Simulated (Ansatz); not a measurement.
**BaTe: equation of state**

The task here is to estimate one member of a computed series from the others.

Program: Ansatz 0.2.0. Level of theory: DFT PBE, scalar-relativistic. These are calculated values, not measurements.

1 further run of the same task is left out (it didn't finish).

### The starting structure

The structure is cubic, space group Pm-3m (No. 221). The conventional cell has a = 4.242 Å, b = 4.242 Å, c = 4.242 Å, α = 90.00°, β = 90.00°, γ = 90.00°. Ba (site symmetry m-3m) is surrounded by 8 Te at 3.67 Å. Te (site symmetry m-3m) has 8 Ba at 3.67 Å as nearest neighbours.

Coordinates:

```
CELL_PARAMETERS angstrom
4.24236 0.00000 0.00000
0.00000 4.24236 0.00000
0.00000 0.00000 4.24236
ATOMIC_POSITIONS crystal
Ba 0.00000 0.00000 0.00000
Te 0.50000 0.50000 0.50000
```

The cell was relaxed by PAW from a hypothetical start (CsCl type); it needn't be the stable phase of this composition.

Atoms are numbered in the order of the input: Ba1, Te2.

Set-up of the first run:

The input, input.yaml:

```yaml
crystal:
  lattice:
    - [4.1564905238, 0.0, 0.0]
    - [0.0, 4.1564905238, 0.0]
    - [0.0, 0.0, 4.1564905238]
  atoms:
    - { symbol: Ba, position: [0.0, 0.0, 0.0] }
    - { symbol: Te, position: [0.5, 0.5, 0.5] }
kpoints:
  mp_grid: { grid: [9, 9, 9] }
scf:
  occupations: { method: fermi_dirac, width: 0.05 }
hamiltonian:
  xc: pbe
  pseudopotentials: { kind: all_electron, lapw: { basis_error: 0.001 } }
output:
  forces: true
  stress: true
  eigenvalues: true
```

Run with:

```sh
$ ansatz run input.yaml --threads 1 --pin off --max-ram 2048MiB --backend cpu --events-out ev --progress --plain --runs-dir out
```

Among the steps run: Volume × 0.9405, LAPW; Volume × 0.9405, PAW; Volume × 0.9405, crystal datasets; Volume × 0.98, LAPW; Volume × 0.98, PAW; Volume × 1.02, LAPW; Volume × 1.02, PAW; Volume × 1.06, LAPW; Volume × 1.06, PAW; Volume × 1.06, crystal datasets.

One table of the session follows, with a row left open; its other results are not shown here.

It belongs to the step «Fits». 

```
          method  volume (Å³/atom)  gap on the k mesh (eV)
            LAPW            35.905                    0.79
            LAPW            37.413                    0.88
            LAPW            38.176                    0.92
            LAPW            38.940                    0.96
            LAPW            40.467                    1.03
             PAW            35.905                       ?
             PAW            37.413                    0.88
             PAW            38.176                    0.93
             PAW            38.940                    0.96
             PAW            40.467                    1.03
crystal datasets            35.905                    0.79
crystal datasets            38.176                    0.92
crystal datasets            40.467                    1.03
```

Estimate the missing values for PAW, 35.905.

**Answer.** gap on the k mesh (eV): 0.80. In the column «gap on the k mesh (eV)» it lies between crystal datasets, 35.905 (0.79) and LAPW, 37.413 (0.88).

Caveats from the session: Warnings in the runs' records: gradients without spin orbit, crystal datasets made.
